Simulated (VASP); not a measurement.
# GaN (F-43m) in VASP: band structure with PBE

Aim: the band structure of GaN with PBE.

Everything below comes from runs of VASP 6.6.1. Logs are shortened: lines on timing, memory, paths and dates and some standing lists are left out, and cuts for length are marked.

**Measured values to compare with.**

A printed reference work, textbook reports, for a bulk crystal of GaN at 0 K: band gap 3.299 eV (direct).

How close the calculation comes is told below.

### 1 The crystal as given

It takes space group F-43m (No. 216, cubic). Conventional cell: a = 4.588 Å, b = 4.588 Å, c = 4.588 Å, α = 90.00°, β = 90.00°, γ = 90.00°. Ga (site symmetry -43m) has 4 N at 1.99 Å as nearest neighbours. N (site symmetry -43m) is surrounded by 4 Ga at 1.99 Å.

The cell is a database's computed one.

### 2 Band structure, PBE

INCAR reads:

```
PREC = Accurate
ENCUT = 520
EDIFF = 1E-7
ISMEAR = 0
SIGMA = 0.02
LREAL = F
LASPH = T
NELM = 100
ALGO = Fast
ISIF = 2
LWAVE = F
LCHARG = F
GGA = PE
```

KPOINTS reads:

```
regular mesh
0
Gamma
  12 12 12
```

POSCAR reads:

```
GaN                                     
1.0
    0.0000000000      2.2938567724      2.2938567724
    2.2938567724     -0.0000000000      2.2938567724
    2.2938567724      2.2938567724     -0.0000000000
  Ga              N             
     1     1
Direct
     0.0000000000000000    0.0000000000000000    0.0000000000000000
     0.7500000000000000    0.7500000000000000    0.7500000000000000
```

KPOINTS_OPT reads:

```
path GXWKGLUWLK,UX
10
line-mode
reciprocal
 0.0000000000  0.0000000000  0.0000000000  G
 0.5000000000  0.0000000000  0.5000000000  X

 0.5000000000  0.0000000000  0.5000000000  X
 0.5000000000  0.2500000000  0.7500000000  W

 0.5000000000  0.2500000000  0.7500000000  W
 0.3750000000  0.3750000000  0.7500000000  K

 0.3750000000  0.3750000000  0.7500000000  K
 0.0000000000  0.0000000000  0.0000000000  G

 0.0000000000  0.0000000000  0.0000000000  G
 0.5000000000  0.5000000000  0.5000000000  L

 0.5000000000  0.5000000000  0.5000000000  L
 0.6250000000  0.2500000000  0.6250000000  U

 0.6250000000  0.2500000000  0.6250000000  U
 0.5000000000  0.2500000000  0.7500000000  W

 0.5000000000  0.2500000000  0.7500000000  W
 0.5000000000  0.5000000000  0.5000000000  L

 0.5000000000  0.5000000000  0.5000000000  L
 0.3750000000  0.3750000000  0.7500000000  K

 0.6250000000  0.2500000000  0.6250000000  U
 0.5000000000  0.0000000000  0.5000000000  X
```

Potentials or basis: VASP PAW PBE potentials, release 64 (Ga, N).

The run is started by

```sh
cat potpaw_PBE.64/Ga/POTCAR potpaw_PBE.64/N/POTCAR > POTCAR
mpirun -np 1 vasp_std > vasp.out
```

OUTCAR:

```text
PREC = Accurate
   ENCUT = 520
   EDIFF = 1E-7
   ISMEAR = 0
   LREAL = F
   LASPH = T
   NELM = 100
   ISIF = 2
   GGA = PE

 ion  position               nearest neighbor table
   1  0.000  0.000  0.000-   2 1.99   2 1.99   2 1.99   2 1.99
   2  0.750  0.750  0.750-   1 1.99   1 1.99   1 1.99   1 1.99

  LATTYP: Found a face centered cubic cell.
 ALAT       =     4.5877135448

  Lattice vectors:

 A1 = (   0.0000000000,   2.2938567724,   2.2938567724)
 A2 = (   2.2938567724,   0.0000000000,   2.2938567724)
 A3 = (   2.2938567724,   2.2938567724,   0.0000000000)

Analysis of symmetry for initial positions (statically):
=====================================================================
 Subroutine PRICEL returns:
 Original cell was already a primitive cell.

 Routine SETGRP: Setting up the symmetry group for a
 face centered cubic supercell.

 Subroutine GETGRP returns: Found 24 space group operations
 (whereof 24 operations were pure point group operations)
 out of a pool of 48 trial point group operations.

The static configuration has the point symmetry T_d .

Analysis of symmetry for dynamics (positions and initial velocities):
=====================================================================
 Subroutine PRICEL returns:
 Original cell was already a primitive cell.

 Routine SETGRP: Setting up the symmetry group for a
 face centered cubic supercell.

 Subroutine GETGRP returns: Found 24 space group operations
 (whereof 24 operations were pure point group operations)
 out of a pool of 48 trial point group operations.

The dynamic configuration has the point symmetry T_d .

 Subroutine INISYM returns: Found 24 space group operations
 (whereof 24 operations are pure point group operations),
 and found     1 'primitive' translations

----------------------------------------------------------------------------------------

                                     Primitive cell

  volume of cell :      24.1395

  direct lattice vectors                    reciprocal lattice vectors
     0.000000000  2.293856772  2.293856772    -0.217973505  0.217973505  0.217973505
     2.293856772  0.000000000  2.293856772     0.217973505 -0.217973505  0.217973505
     2.293856772  2.293856772  0.000000000     0.217973505  0.217973505 -0.217973505

  length of vectors
     3.244003358  3.244003358  3.244003358     0.377541185  0.377541185  0.377541185

  position of ions in fractional coordinates (direct lattice)
     0.000000000  0.000000000  0.000000000
     0.750000000  0.750000000  0.750000000

  ion indices of the primitive-cell ions
[... 82 lines left out ...]
   ISYM   =      2    0-nonsym 1-usesym 2-fastsym
   POTIM  = 0.5000    time-step for ionic-motion
   TEBEG  =    0.0;   TEEND  =   0.0 temperature during run
   PSTRESS=    0.0 pullay stress
   NELECT =       8.0000    total number of electrons
   NUPDOWN=      -1.0000    fix difference up-down
   EMIN   =  10.00;   EMAX   =-10.00  energy-range for DOS
   EFERMI =   0.00;   METHOD = LEGACY
   ISMEAR =     0;   SIGMA  =   0.02  broadening in eV -4-tet -1-fermi 0-gaus
   EFERMI_NEDOS =   21; number of points for ismear=-14 and -15
   IALGO  =     68    algorithm
   IMIX   =      4    mixing-type and parameters
     AMIX     =   0.40;   BMIX     =  1.00
     AMIX_MAG =   1.60;   BMIX_MAG =  1.00
  volume/ion in A,a.u.               =      12.07        81.45
  Fermi-wavevector in a.u.,A,eV,Ry     =   1.132909  2.140888 17.462857  1.283484
  Thomas-Fermi vector in A             =   2.269611
   LORBIT       =      0    0 simple, 1 ext, 2 COOP (PROOUT), +10 PAW based schemes
   GGA     = PE    functional components
   LHFCALC =     F    Hartree Fock is set to
   AEXX    =    0.0000 exact exchange contribution
   IVDW    =     0    specifies the selected vdW correction
   LEPSILON=     F    determine dielectric tensor
   LRPA    =     F    only Hartree local field effects (RPA)
 non-spin polarized calculation
 RMM-DIIS sequential band-by-band and
 Gauss-broadening in eV      SIGMA  =   0.02
  energy-cutoff  :      520.00
  volume of cell :       24.14
 maximum number of plane-waves:       661
   NGX = 13   NGY = 13   NGZ = 13

 number of electron       7.9999998 magnetization

 Free energy of the ion-electron system (eV)
  ---------------------------------------------------
  ext. energy  EPLUGINS =         0.00000000
  ---------------------------------------------------
  free energy    TOTEN  =       -12.15736233 eV

  energy without entropy =      -12.15736233  energy(sigma->0) =      -12.15736233

 E-fermi :   2.6035     XC(G=0): -10.6238

 val. band max:        2.5035178779   @ k =   0.0000   0.0000   0.0000
 cond. band min:       3.9617530495   @ k =   0.0000   0.0000   0.0000
 fundamental gap:      1.4582351716
 Fermi energy:         2.6035478046

 k-point     1 :       0.0000    0.0000    0.0000
  band No.  band energies     occupation
      1     -12.9216      2.00000
      2       2.5035      2.00000
      3       2.5035      2.00000
      4       2.5035      2.00000
      5       3.9618      0.00000
      6      12.5830      0.00000
      7      12.5830      0.00000
      8      12.5830      0.00000
[... 243 lines left out ...]
 k-point    24 :      -0.4167    0.1667    0.0000
  band No.  band energies     occupation
      1     -10.6238      2.00000
      2      -3.7296      2.00000
      3       0.1362      2.00000
      4       1.3198      2.00000
      5       8.1757      0.00000
      6       9.9223      0.00000
      7      12.4711      0.00000
      8      13.4071      0.00000

 [... further k-points ...]

------------------------ aborting loop because EDIFF is reached ----------------------------------------

  FORCE on cell =-STRESS in cart. coord.  units (eV):
  Direction    XX          YY          ZZ          XY          YZ          ZX
  --------------------------------------------------------------------------------------
  -------------------------------------------------------------------------------------
  Total        0.0016576      0.0016576      0.0016576      0.0000000     -0.0000000     -0.0000000
  in kB        0.1100147      0.1100147      0.1100147      0.0000000     -0.0000000     -0.0000000
  external PRESSURE =       0.1100147 kB  Pullay stress =       0.0000000 kB

 VOLUME and BASIS-vectors are now :
 -----------------------------------------------------------------------------
  energy-cutoff  :      520.00
  volume of cell :       24.14
      direct lattice vectors                 reciprocal lattice vectors
     0.000000000  2.293856772  2.293856772    -0.217973505  0.217973505  0.217973505
     2.293856772  0.000000000  2.293856772     0.217973505 -0.217973505  0.217973505
     2.293856772  2.293856772  0.000000000     0.217973505  0.217973505 -0.217973505

 POSITION                                       TOTAL-FORCE (eV/Angst)
 -----------------------------------------------------------------------------------
      0.00000      0.00000      0.00000         0.000000      0.000000      0.000000
      3.44079      3.44079      3.44079        -0.000000     -0.000000     -0.000000
 -----------------------------------------------------------------------------------
    total drift:                               -0.000000     -0.000000     -0.000000

  FREE ENERGIE OF THE ION-ELECTRON SYSTEM (eV)
  ---------------------------------------------------
  free  energy   TOTEN  =       -12.1573623309 eV

  energy  without entropy=      -12.1573623309  energy(sigma->0) =      -12.15736233
```

stdout:

```text
POSCAR found type information on POSCAR GaN
 POSCAR found :  2 types and       2 ions
 scaLAPACK will be used
 LDA part: xc-table for (Slater+PW92), standard interpolation
 POSCAR, INCAR and KPOINTS ok, starting setup
 FFT: planning ... GRIDC
 FFT: planning ... GRID_SOFT
 FFT: planning ... GRID
 WAVECAR not read
 entering main loop
 Start KPOINTS_OPT (optional k-point list driver)
k-point batch [1-72\100]
k-point batch [73-100\100]
```

It took 16 s on 1 thread of Intel Xeon Platinum 8259CL at 2.50GHz (Skylake/Cascade Lake), shared host; peak memory 0.16 GiB.

Results:

| Item | Value |
| --- | --- |
| Free energy | -12.1574 eV |
| Pressure | 0.0 GPa |
| Band gap on the k mesh | 1.46 eV, direct |
| Band gap along the path | 1.46 eV, direct |

Levels at the corners of the path, in eV from the valence-band top:
```tsv
point	band 1	band 2	band 3	band 4	band 5	band 6	band 7	band 8
Γ	-15.43	0.00	0.00	0.00	1.46	10.08	10.08	10.08
X	-12.64	-5.92	-2.47	-2.47	3.38	6.45	11.39	13.48
X	-12.64	-5.92	-2.47	-2.47	3.38	6.45	11.39	13.48
W	-12.55	-5.42	-3.49	-3.32	6.18	7.97	9.94	10.93
W	-12.55	-5.42	-3.49	-3.32	6.18	7.97	9.94	10.93
K	-12.64	-5.60	-3.96	-1.99	4.97	7.54	10.77	12.46
K	-12.64	-5.60	-3.96	-1.99	4.97	7.54	10.77	12.46
Γ	-15.43	0.00	0.00	0.00	1.46	10.08	10.08	10.08
Γ	-15.43	0.00	0.00	0.00	1.46	10.08	10.08	10.08
L	-13.32	-6.63	-0.89	-0.89	4.37	8.52	10.17	10.17
L	-13.32	-6.63	-0.89	-0.89	4.37	8.52	10.17	10.17
U	-12.64	-5.60	-3.96	-1.99	4.97	7.54	10.77	12.46
U	-12.64	-5.60	-3.96	-1.99	4.97	7.54	10.77	12.46
W	-12.55	-5.42	-3.49	-3.32	6.18	7.97	9.94	10.93
W	-12.55	-5.42	-3.49	-3.32	6.18	7.97	9.94	10.93
L	-13.32	-6.63	-0.89	-0.89	4.37	8.52	10.17	10.17
L	-13.32	-6.63	-0.89	-0.89	4.37	8.52	10.17	10.17
K	-12.64	-5.60	-3.96	-1.99	4.97	7.54	10.77	12.46
U	-12.64	-5.60	-3.96	-1.99	4.97	7.54	10.77	12.46
X	-12.64	-5.92	-2.47	-2.47	3.38	6.45	11.39	13.48
```

### 3 Against experiment

Step 2. Measured gap of GaN: 3.299 eV (direct; 0 K; a printed reference work, textbook). This calculation gives 1.46 eV (-1.84 eV). So large a miss can be the level of theory's own, or it may mean another phase, state or a wrong row. Spin-orbit coupling on Ga is left out. The value is that of PBE, without temperature or zero-point motion. Semilocal functionals fall short of measured gaps as a rule. The cell is a database's relaxed one, not the measured one, which moves gaps too.
